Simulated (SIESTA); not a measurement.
Slab: Hg, a slab with vacuum.

```xyz
5
Lattice="3.6058 0.0000 0.0000 1.7995 3.1247 0.0000 0.0000 0.0000 26.2837" Properties=species:S:1:pos:R:3 pbc="T T T"
Hg    1.8072    1.0447    7.5000
Hg    3.6175    2.0912   10.3396
Hg    1.8042    1.0429   13.1044
Hg    3.6145    2.0894   15.9441
Hg    0.0194    0.0112   18.7837
```

The slab is cut from a database's or a generator's crystal, which needn't be the stable form of the element.

Base run:

| Property | Result |
| --- | --- |
| Program | SIESTA 5.4.2 |
| Functional | PBE |
| Potentials or basis | PseudoDojo 0.4 standard (PBE files) |
| Basis | DZP (energy shift 0.003 Ry; two zetas on semicore shells) |
| Grid cutoff | 800 Ry |
| Energy shift | 0.003 Ry |
| k mesh | 9 × 9 × 1 |
| Occupations | fermi-dirac, width 0.05 eV |
| Spin | no spin polarisation |

Its results: band gap on the k mesh 0.92 eV, indirect (least direct gap 1.20 eV); largest force 0.192 eV/Å.

Problem. The run is repeated on the same cell with these changes: potentials or basis from PseudoDojo 0.4 standard (PBE files) to SPMS 1.0 (PBE files) or PseudoDojo by element. What comes out?

Solution. Band gap on the k mesh 1.57 eV, indirect (least direct gap 1.88 eV); largest force 0.874 eV/Å.

Caveats: the valence orbitals were made in a potential fitted to the semicore shell under them, which widens gaps by tenths of an eV or more; spin-orbit coupling is left out, which moves the levels of the heavy elements; the basis of atomic orbitals isn't converged, which shifts pressures, moduli and gaps.

A k mesh can miss the band edges.
